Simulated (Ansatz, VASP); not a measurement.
# Os in VASP and in Ansatz

```
Os
1.0
     2.73410    0.00000    0.00000
    -1.36705    2.36780    0.00000
     0.00000    0.00000    4.31970
Os
2
Direct
  0.66667 0.33333 0.75000
  0.33333 0.66667 0.25000
```

Alike in both runs: task single point; functional PBE; k mesh 11 × 11 × 6; occupations gaussian, width 0.017 eV; no spin polarisation.

```csv
,VASP,Ansatz
version,VASP 6.6.1,Ansatz 0.2.0
potentials or method,"VASP PAW PBE potentials, release 64 (Os)",Ansatz PAW
plane-wave cutoff (eV),520,420
valence electrons in the cell,16,32
```

|  | VASP | Ansatz | Ansatz less VASP |
| --- | --- | --- | --- |
| gap on the k mesh at the Fermi level (eV) | none | none | - |
| pressure (GPa) | 8.8 | 8.8 | -0.04 |
| largest component of the traceless stress (GPa) | 0.19 | 0.24 | +0.044 |

A gap of «none» marks a metal or a gap that the smearing closes. The two sets of potentials don't hold the same shells in valence.

Spin-orbit coupling is left out, which matters for the levels of Os.
